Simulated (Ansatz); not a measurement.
```yaml
crystal:
  lattice:
    - [2.05383, 1.18578, 9.49189]
    - [-2.05383, 1.18578, 9.49189]
    - [0.00000, -2.37156, 9.49189]
  atoms:
    - { symbol: Sb, position: [0.40007, 0.40007, 0.40007] }
    - { symbol: Sb, position: [0.59993, 0.59993, 0.59993] }
    - { symbol: Te, position: [0.00000, 0.00000, 0.00000] }
    - { symbol: Te, position: [0.20615, 0.20615, 0.20615] }
    - { symbol: Te, position: [0.79385, 0.79385, 0.79385] }
```

No spin polarisation.

The values are results of PBEsol-D3(BJ) (Ansatz, a first-principles code; PAW; 420 eV plane waves; spin-orbit coupling left out), earlier PAW set, not measurements. Settings: 9×9×9 k-points, 0.05 eV Fermi–Dirac smearing.

Problem. Predict the pressure, band gap and space group.

Solution. 
- Pressure (mean of the normal stresses, compression positive): 4.7 GPa
- Band gap: zero
- Space group: R-3m (No. 166)

The mesh was chosen for an insulator and is coarse for the gapless case. Spin-orbit coupling, missing from the scalar runs, can matter with Sb and Te. The cells carry an imposed strain or load. No phonon test of stability was made. All final runs are without spin polarisation. The cell was made from Sb$_{2}$Te$_{3}$ in the Bi2Te3 type structure (space group R-3m, No. 166) by this change: isotropic strain −2.45 %. The zero or small gap of Sb2Te3 can change with the level of theory.
